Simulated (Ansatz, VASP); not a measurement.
## Cross-check of AgCl (Chlorargyrite) between VASP and Ansatz

Aim: how closely do two programs agree when they are given the same cell, functional and k mesh? The cell is taken from a series of VASP runs on this material, whose earlier steps may have relaxed, scaled or displaced it; both programs get it as it stands.

Main program and level: Ansatz 0.2.0; plane waves, with VASP 6.6.1 beside it; relaxation of cell and atoms at PBEsol and relaxation of cell and atoms at r2SCAN with rVV10.

### Step 1. Set-up

The structure is cubic, space group Fm-3m (No. 225). Conventional cell: a = 5.470 Å, b = 5.470 Å, c = 5.470 Å, α = 90.00°, β = 90.00°, γ = 90.00°. Nearest to Ag lie 6 Cl at 2.73 Å. Cl has 6 Ag at 2.73 Å nearest. Farther neighbours and most contacts between anions are not listed.

### Step 2. Ansatz: relaxation of cell and atoms, PBEsol

Ansatz runs on its default PAW (the set named soft_2) files.

The relaxed volume is the usual yardstick between codes: its relative difference is about their pressure difference at one cell divided by the bulk modulus.

input.yaml reads:

```yaml
crystal:
  lattice:
    - [0.0, 2.735, 2.735]
    - [2.735, 0.0, 2.735]
    - [2.735, 2.735, 0.0]
  atoms:
    - { symbol: Ag, position: [0.0, 0.0, 0.0] }
    - { symbol: Cl, position: [0.5, 0.5, 0.5] }
hamiltonian:
  xc: pbesol
  pseudopotentials: { kind: paw }
kpoints:
  mp_grid: { grid: [8, 8, 8] }
scf:
  occupations: { method: gaussian, width: 0.03 }
relax:
  f_tol: 0.01
  max_steps: 60
  cell: { stress_tol: 0.05 }
output:
  forces: true
  stress: true
```

Launch:

```
> ansatz run input.yaml --threads 4 --pin off --max-ram 9216MiB --backend cpu --events-out ev --progress --plain --runs-dir out
```

Numbers of over 12 decimals in the logs are rounded to 6 here.

Output:

```text
Engine: ansatz 0.2.0, x86_64-unknown-linux-gnu
Pseudopotentials: kind: paw
Pseudopotential: Ag, paw, valence charge 19, recommended cutoff 420 eV (normal), Ag.paw.azcp
Pseudopotential: Cl, paw, valence charge 7, recommended cutoff 420 eV (normal), Cl.paw.azcp
Functional definition: PBEsol
  exchange = pbesol_x
  correlation = pbesol_c
Crystal: 2 atoms, lattice volume = 40.917 Å³
Basis set: ecut = 420 eV, 821 PW (Γ), exchange–correlation on 54×54×54 points (8 copies of the dense FFT grid, shifted against one another)
Bands: 17, of which v1, the nominal top of the filled ones, is band 13 counted from 1 (12 counted from 0)
Symmetry: 48 space group operations
Space group: Fm-3m (ITA 225), of the structure as read, at distance tolerance 3.4e-5 Å
k-points: 29 of 512
Non-local potential: Ag, projectors of the file, l = 0: 3, l = 1: 2, l = 2: 2, l = 3: 1
Non-local potential: Cl, projectors of the file, l = 0: 2, l = 1: 2, l = 2: 2
PAW form: soft (Blöchl's): semilocal exchange-correlation on the pseudo side does not see the compensation charge
PAW frozen core: Ag, regenerated for the run's functional, and the local potential with it (the file was generated under x = pbe(κ = 0.804, μ = 0.219515), c = pbe(β = 0.066725))
PAW frozen core: Cl, regenerated for the run's functional, and the local potential with it (the file was generated under x = pbe(κ = 0.804, μ = 0.219515), c = pbe(β = 0.066725))
PAW one-centre angular grid: Ag, 590 points (default); XC on 64 Gauss nodes
PAW one-centre angular grid: Cl, 110 points (default); XC on 64 Gauss nodes
Initial density: superposition of atomic densities (neutral atoms: chi_scale 0, normalization atom), corrected by the library's trained network
Initial wavefunctions: pseudopotential atomic-orbital guess
Functional: x = pbesol(κ = 0.804, μ = 0.123457), c = pbesol(β = 0.046)
SCF iter   1: F=—  HF=-8583.812105 eV  |F-HF|=—  |Δ(HF+E_count)|=         —  Δρ=7.81e-3  dr2=2.67e-2  ethr=1.77e-3  ⟨swp⟩=5.8  Hψ=2374  notcnv=0
preconditioner: auto → none  [insulator: Δε(μ)=0.629 eV  Ē_g=10.942 eV  σ=0.030 eV  W_gap=1.00  n_scr=14 (ndim 8)  ℏωp=24.6 eV  f_vac=0.026  D(μ)=0.00/eV (n_scr^D=0)  ε∞_Penn≈6.1]
SCF iter   2: F=—  HF=-8583.804321 eV  |F-HF|=—  |Δ(HF+E_count)|=   7.78e-3  Δρ=2.33e-3  dr2=1.06e-3  ethr=1.03e-4  ⟨swp⟩=2.1  Hψ=1070  notcnv=0
SCF iter   3: F=—  HF=-8583.804037 eV  |F-HF|=—  |Δ(HF+E_count)|=   2.84e-4  Δρ=8.81e-4  dr2=2.05e-4  ethr=4.09e-6  ⟨swp⟩=2.0  Hψ=845  notcnv=0
SCF iter   4: F=—  HF=-8583.803999 eV  |F-HF|=—  |Δ(HF+E_count)|=   3.77e-5  Δρ=3.86e-4  dr2=3.22e-5  ethr=7.90e-7  ⟨swp⟩=2.0  Hψ=651  notcnv=0
SCF iter   5: F=—  HF=-8583.803982 eV  |F-HF|=—  |Δ(HF+E_count)|=   1.68e-5  Δρ=4.60e-5  dr2=4.91e-7  ethr=1.24e-7  ⟨swp⟩=2.0  Hψ=859  notcnv=0
SCF iter   6: F=-8583.803982 eV  HF=-8583.803982 eV  |F-HF|=3.96e-9  |Δ(HF+E_count)|=   6.39e-8  Δρ=5.05e-6  dr2=8.65e-9  ethr=3.85e-10  ⟨swp⟩=4.1  Hψ=1609  notcnv=0
SCF 1 converged in 6 iterations: F = -8583.803982 eV  dr2 = 8.65e-9
  greatest PAW one-centre occupation: 1.001 electrons in one spin orbital (limit 2), on the Ag atom at site 0 (counted from 0), in its partial waves of l = 0
relax step   1: F+E_penalty+E_count = -8583.80398214 eV  Δ(F+E_penalty+E_count) = +0.000e0 eV  max|allowed force component| = 1.946e-29 eV/Å  Δτ_max = 0.0000 Å  P = -0.676 GPa  Ω = 40.917 Å³  (6 SCF iters, dr2 threshold 1.00e-7 eV, accepted)
[...]
relax step   2: F+E_penalty+E_count = -8583.80513301 eV  Δ(F+E_penalty+E_count) = -1.151e-3 eV  max|allowed force component| = 1.265e-30 eV/Å  Δτ_max = 0.0000 Å  P = +0.052 GPa  Ω = 40.376 Å³  energy of the carried Pulay correction = +8.130e-5 eV  (5 SCF iters, dr2 threshold 2.00e-7 eV, accepted)
[...]
relax step   3: F+E_penalty+E_count = -8583.80513331 eV  Δ(F+E_penalty+E_count) = -3.020e-7 eV  max|allowed force component| = 3.287e-30 eV/Å  Δτ_max = 0.0000 Å  P = -0.001 GPa  Ω = 40.414 Å³  energy of the carried Pulay correction = +7.550e-5 eV  (4 SCF iters, dr2 threshold 6.85e-9 eV, accepted)
[...]
relax step   4: F+E_penalty+E_count = -8583.80505221 eV  Δ(F+E_penalty+E_count) = +8.110e-5 eV  max|allowed force component| = 6.040e-31 eV/Å  Δτ_max = 0.0000 Å  P = +0.000 GPa  Ω = 40.414 Å³  stress off target by 4.45e-4 GPa  SCF on the basis re-selected at this cell (its energy is not comparable with the rows above)  (5 SCF iters)
basis re-selected at this cell: Δ(F+E_penalty+E_count) = +8.110e-5 eV, ΔP = +0.002 GPa vs the last step (what re-selecting the basis moved, of the pressure what is left beyond the Pulay correction that the steps carried, after the strain that the cell walked since its last selection, with what the two solves' SCF thresholds leave and, on support functions, any second-order correction that the steps lacked; it is no m [...]
SCF converged after 5 iterations
Free energy (F): -8583.805052 eV
Harris-Foulkes:  -8583.805052 eV  (|F-HF|=9.09e-12)
Internal energy: -8583.805052 eV  (E = F + TS)
E sigma→0 (E₀):  -8583.805052 eV
Fermi energy:    9.300017 eV
--- Per-component energies (eV) ---
  E_band       = -342.860304
  E_kinetic    = 689.074381
  E_local      = -3127.069201  (includes V_loc(G=0)·N_el)
  E_nonlocal   = 115.631142
  E_hartree    = 1373.184126
  E_xc         = -287.623864
  E_vxc        = -353.058565  (∫ρ·V_xc dr)
  E_paw        = -4479.826857  (= ΣΔE_a)
  E_vpaw       = -413.806730  (= ΣTr[D̂ρ^β])
  E_aug_tail   = 0.000398  (compensation charges beyond the density's cutoff)
  E_ewald      = -2867.576349
  E_core_change = 0.401171  (= ΣΔE_core)
  E_smearing   = -0.000000  (= −TS)
  E_closure    = 0.000000  (closes the sum)
  Σ components = -8583.805052   (vs F -8583.805052, Δ=0.00e0)
--- Forces (eV/Å), atoms counted from 1 ---
  atom   1  Ag    -0.00000000    -0.00000000    -0.00000000
  atom   2  Cl     0.00000000     0.00000000     0.00000000
  max |Σ_I F_I| component: 1.16e-30 eV/Å
--- Stress (GPa, compression-positive) ---
        0.000445       0.000000       0.000000
       -0.000000       0.000445      -0.000000
       -0.000000      -0.000000       0.000445
  P = ⅓ Tr σ = 0.0004 GPa (0.004 kbar)
--- Relaxed structure (3 steps of the walk, 3 accepted, 1 SCFs on fresh bases) ---
  F+E_penalty+E_count = -8583.80505221 eV   max|allowed force component| = 6.040e-31 eV/Å   (the final SCF, on the basis selected at the relaxed cell)
  cell:  # Å, volume = 40.4145 Å³
    - [0, 2.723761, 2.723761]
    - [2.723761, 0, 2.723761]
    - [2.723761, 2.723761, 0]
  atoms:
    - { symbol: Ag, position: [0, 0, 0] }
    - { symbol: Cl, position: [0.5, 0.5, 0.5] }
```

The job ended after 6.4 s (4 threads of Intel Xeon Platinum 8259CL at 2.50GHz (Skylake/Cascade Lake), shared host; peak memory 0.38 GiB).

### Step 3. VASP: relaxation of cell and atoms, PBEsol

The same cell, functional, mesh and smearing now go to VASP, with its own data sets and cutoff.

Lines of VASP's logs that name or quote its potential files are left out, and so is its time.

INCAR reads:

```
SYSTEM = AgCl
PREC = Accurate
ENCUT = 450
EDIFF = 1E-06
NELM = 100
ISMEAR = 0
SIGMA = 0.03
LREAL = .FALSE.
ALGO = Normal
GGA = PS
NBANDS = 15
LORBIT = 11
LWAVE = .FALSE.
LCHARG = .FALSE.
KPAR = 2
IBRION = 2
NSW = 50
ISIF = 3
EDIFFG = -0.01
```

POSCAR reads:

```
AgCl
1.0
    0.0000000000      2.7350000000      2.7350000000
    2.7350000000      0.0000000000      2.7350000000
    2.7350000000      2.7350000000      0.0000000000
Ag Cl
1 1
Direct
    0.0000000000      0.0000000000      0.0000000000
    0.5000000000      0.5000000000      0.5000000000
```

KPOINTS reads:

```
Automatic mesh
0
Gamma
8 8 8
0 0 0
```

The projector-augmented-wave data sets are Ag and Cl (PBE family, release 64).

Launch:

```
> mpirun -np 2 vasp_std
```

Output:

```text
[banner, memory and clock lines left out]
running    2 mpi-ranks, on    1 nodes
 distrk:  each k-point on    1 cores,    2 groups
 distr:  one band on    1 cores,    1 groups

 POSCAR found type information on POSCAR AgCl
 POSCAR found :  2 types and       2 ions
|                                                                             |
|               ----> ADVICE to this user running VASP <----                  |
|                                                                             |
|     You enforced a specific xc type in the INCAR file but a different       |
|     [... a line on the potential file left out ...]
|     I HOPE YOU KNOW WHAT YOU ARE DOING!                                     |
|                                                                             |

 LDA part: xc-table for (Slater+PW92), standard interpolation
 POSCAR, INCAR and KPOINTS ok, starting setup
 FFT: planning ... GRIDC
 FFT: planning ... GRID_SOFT
 FFT: planning ... GRID
 WAVECAR not read
 entering main loop
       N       E                     dE             d eps       ncg     rms          rms(c)
DAV:   1     0.903009465085E+02    0.90301E+02   -0.79621E+03   902   0.956E+02
DAV:   2    -0.292834203677E+01   -0.93229E+02   -0.85726E+02  1059   0.219E+02
DAV:   3    -0.619773721739E+01   -0.32694E+01   -0.32618E+01  1038   0.433E+01
DAV:   4    -0.622001220283E+01   -0.22275E-01   -0.22273E-01  1122   0.391E+00
DAV:   5    -0.622029924836E+01   -0.28705E-03   -0.28704E-03  1066   0.433E-01    0.723E+00
DAV:   6    -0.606437269871E+01    0.15593E+00   -0.30188E-01  1133   0.754E+00    0.466E+00
DAV:   7    -0.606157582018E+01    0.27969E-02   -0.68513E-02   954   0.184E+00    0.206E+00
DAV:   8    -0.606020763570E+01    0.13682E-02   -0.38269E-03  1073   0.672E-01    0.303E-01
DAV:   9    -0.606017610497E+01    0.31531E-04   -0.40076E-04  1178   0.272E-01    0.455E-02
DAV:  10    -0.606019950231E+01   -0.23397E-04   -0.35740E-05  1024   0.562E-02    0.131E-02
DAV:  11    -0.606020279669E+01   -0.32944E-05   -0.25191E-06  1094   0.133E-02    0.213E-03
DAV:  12    -0.606020281215E+01   -0.15454E-07   -0.18169E-07   673   0.371E-03
   1 F= -.60602028E+01 E0= -.60602028E+01  d E =-.606020E+01
 curvature:   0.00 expect dE= 0.000E+00 dE for cont linesearch  0.000E+00
 trial: gam= 0.00000 g(F)=  0.150E-61 g(S)=  0.279E-02 ort = 0.000E+00 (trialstep = 0.100E+01)
 search vector abs. value=  0.279E-02
 bond charge predicted
       N       E                     dE             d eps       ncg     rms          rms(c)
DAV:   1    -0.609845576580E+01   -0.38253E-01   -0.61648E-01   870   0.789E+00    0.129E+00
DAV:   2    -0.606389514190E+01    0.34561E-01   -0.87701E-02   870   0.331E+00    0.400E-01
DAV:   3    -0.606172335680E+01    0.21718E-02   -0.56404E-03  1038   0.546E-01    0.267E-01
DAV:   4    -0.606158105098E+01    0.14231E-03   -0.21939E-04  1038   0.109E-01    0.110E-01
DAV:   5    -0.606157441401E+01    0.66370E-05   -0.26399E-05   976   0.732E-02    0.153E-02
DAV:   6    -0.606157579975E+01   -0.13857E-05   -0.94648E-06  1024   0.333E-02    0.647E-03
DAV:   7    -0.606157536030E+01    0.43945E-06   -0.75067E-07   512   0.741E-03
   2 F= -.60615754E+01 E0= -.60615754E+01  d E =-.137255E-02
 trial-energy change:   -0.001373  1 .order   -0.001347   -0.002794    0.000100
 step:   0.9671(harm=  0.9654)  dis= 0.00000  next Energy=    -6.061577 (dE=-0.137E-02)
 reached required accuracy - stopping structural energy minimisation
```

OUTCAR, selected parts (step 3):

```text
ion  position               nearest neighbor table
   1  0.000  0.000  0.000-   2 2.73   2 2.73   2 2.73   2 2.73   2 2.73   2 2.73
   2  0.500  0.500  0.500-   1 2.73   1 2.73   1 2.73   1 2.73   1 2.73   1 2.73

  LATTYP: Found a face centered cubic cell.
 ALAT       =     5.4700000000

 Subroutine GETGRP returns: Found 48 space group operations
 (whereof 48 operations were pure point group operations)

The static configuration has the point symmetry O_h .

 Found     29 irreducible k-points:

   k-points           NKPTS =     29   k-points in BZ     NKDIM =     29   number of bands    NBANDS=     15

   dimension x,y,z NGX =    28 NGY =   28 NGZ =   28
   dimension x,y,z NGXF=    56 NGYF=   56 NGZF=   56

   ENCUT  =  450.0 eV  33.07 Ry    5.75 a.u.   6.69  6.69  6.69*2*pi/ulx,y,z

   NELECT =      18.0000    total number of electrons

 k-points in reciprocal lattice and weights: Automatic mesh
   0.00000000  0.00000000  0.00000000       0.002
   0.12500000  0.00000000  0.00000000       0.016
   0.25000000  0.00000000  0.00000000       0.016
   0.37500000  0.00000000  0.00000000       0.016
   0.50000000  0.00000000  0.00000000       0.008
   0.12500000  0.12500000  0.00000000       0.012
   0.25000000  0.12500000  0.00000000       0.047
   0.37500000  0.12500000  0.00000000       0.047
   0.50000000  0.12500000  0.00000000       0.047
[...]
-0.37500000  0.50000000  0.12500000       0.023
  -0.25000000  0.50000000  0.25000000       0.012

 average (electrostatic) potential at core
       1 -72.5377       2 -91.2353

 E-fermi :   4.6525

 k-point     1 :       0.0000    0.0000    0.0000
  band No.  band energies     occupation
    ...
      5       1.7688      2.00000
      6       1.7688      2.00000
      7       1.8755      2.00000
      8       1.8755      2.00000
      9       1.8755      2.00000
     10       5.1652      0.00000
     11      15.1675      0.00000
     12      15.1675      0.00000
     13      15.1675      0.00000
     14      16.4351      0.00000
    ...

 k-point     2 :       0.1250    0.0000    0.0000
  band No.  band energies     occupation
    ...
      5       1.7885      2.00000
      6       1.7885      2.00000
      7       2.0500      2.00000
      8       2.7005      2.00000
      9       2.7005      2.00000
     10       5.9315      0.00000
     11      13.7318      0.00000
     12      14.8476      0.00000
     13      14.8476      0.00000
     14      16.4912      0.00000
    ...

 k-point     3 :       0.2500    0.0000    0.0000
  band No.  band energies     occupation
    ...
      5       1.9363      2.00000
      6       1.9363      2.00000
      7       2.2188      2.00000
      8       3.5429      2.00000
      9       3.5429      2.00000
     10       7.2906      0.00000
     11      12.0915      0.00000
     12      13.4966      0.00000
     13      13.4966      0.00000
     14      16.6586      0.00000
    ...

  Total        0.0070391      0.0070391      0.0070391      0.0000000     -0.0000000     -0.0000000
  in kB        0.2795880      0.2795880      0.2795880      0.0000000     -0.0000000     -0.0000000
  external PRESSURE =       0.2795880 kB  Pullay stress =       0.0000000 kB

  energy-cutoff  :      450.00
  volume of cell :       40.34
      direct lattice vectors                 reciprocal lattice vectors
     0.000000000  2.722036044  2.722036044    -0.183686032  0.183686032  0.183686032
     2.722036044  0.000000000  2.722036044     0.183686032 -0.183686032  0.183686032
     2.722036044  2.722036044  0.000000000     0.183686032  0.183686032 -0.183686032

 POSITION                                       TOTAL-FORCE (eV/Angst)
 -----------------------------------------------------------------------------------
      2.72204      2.72204      5.44407        -0.000000      0.000000      0.000000
      2.72204      2.72204      2.72204         0.000000     -0.000000     -0.000000
 -----------------------------------------------------------------------------------
    total drift:                                0.000000      0.000000      0.000000

  FREE ENERGIE OF THE ION-ELECTRON SYSTEM (eV)
  ---------------------------------------------------
  free  energy   TOTEN  =        -6.0615753603 eV

  energy  without entropy=       -6.0615753603  energy(sigma->0) =       -6.06157536

 reached required accuracy - stopping structural energy minimisation

 total charge
# of ion       s       p       d       tot
------------------------------------------
    1        0.217   0.163   9.358   9.738
    2        1.594   3.442   0.000   5.036
--------------------------------------------------
tot          1.811   3.604   9.358  14.774

[... 3 further parts left out ...]
```

The gap is read on the k-mesh alone, so it is an upper bound where the band edges lie off the mesh. The PAW data sets were made with PBE, which is usual practice but a small mismatch for other functionals. The run keeps the 48 symmetry operations of its start, so it cannot find a distortion of lower symmetry.

### Step 4. Side by side

Known differences besides the potentials themselves: both relaxations stop at a tolerance, which leaves soft axes loose, and VASP keeps its plane-wave basis; the data sets hold 26 valence electrons in Ansatz (default PAW (the set named soft_2) files) and 18 in VASP; the cutoff is 420 eV in Ansatz and 450 eV in VASP; Ansatz makes its cores anew for this functional, VASP keeps those of its PBE data sets; VASP leaves aspherical gradient terms in its spheres out (LASPH is not set), Ansatz keeps them; Ansatz adds a Pulay correction to the stress that steers its cell, VASP none. Total energies have different zeros and are not compared.

Both answers:

| quantity | Ansatz | VASP | difference |
| --- | --- | --- | --- |
| volume (Å³) | 40.41 | 40.34 | +0.19 % |
| edge a after relaxation, in the typed setting (Å) | 3.852 | 3.849 | +0.06 % |

The walks stopped with 0.00 GPa left in Ansatz and 0.03 GPa in VASP; each walk ends within a tolerance, so the volume difference is uncertain by about these residues over the bulk modulus, most in soft cells.

[end of part 1 of 2]

[Lines on the potential files, build, host, timing and source positions are cut from VASP's logs without a mark.]

[Logs are printed without paths, hosts, clocks, repeated set-up lines and the standing remarks that a program may print on its own settings, such as how far it seeks lower states.]

[Hosts, paths, dates, database ids (printed as entryN), source tags and the programs' standing remarks are cut or masked in the printed files.]
